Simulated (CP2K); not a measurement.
TiAl3:

```xyz
4
Lattice="5.0625 0.0000 0.0000 2.1767 4.5706 0.0000 -3.6196 -2.2853 2.7027" Properties=species:S:1:pos:R:3 pbc="T T T"
Ti    0.0000    0.0000    0.0000
Al    1.0883    2.2853    1.3514
Al    2.5312    0.0000    1.3514
Al    3.6196    2.2853    0.0000
```

The cell comes from a database or a generator and needn't be the stable form of this composition.

Base run:

| Quantity | Value |
| --- | --- |
| Program | CP2K 2026.2 |
| Functional | SCAN |
| Potentials or basis | POTENTIAL_UZH Ti GTH-PBE-q12, Al GTH-PBE-q3; TZVP-MOLOPT-PBE-GTH basis |
| Density cutoff | 9184 eV |
| k mesh | 10 × 10 × 10 |
| Occupations | fermi-dirac, width 0.05 eV |
| Spin | no spin polarisation |

Its results: band gap on the k mesh none (metal or under the smearing width); pressure 1.3 GPa.

Problem. After a change of settings the same cell gave: band gap on the k mesh none (metal or under the smearing width); pressure 0.1 GPa. Which change was it?
A. functional from SCAN to OLYP
B. functional from SCAN to PW91
C. functional from SCAN to PBEsol
D. functional from SCAN to WC

Solution. A.

Caveats: the potentials were made for another functional, which shifts forces and pressure; the basis of atomic orbitals isn't converged, which shifts pressures, moduli and gaps.

Runs at the PBE level aren't shown here.
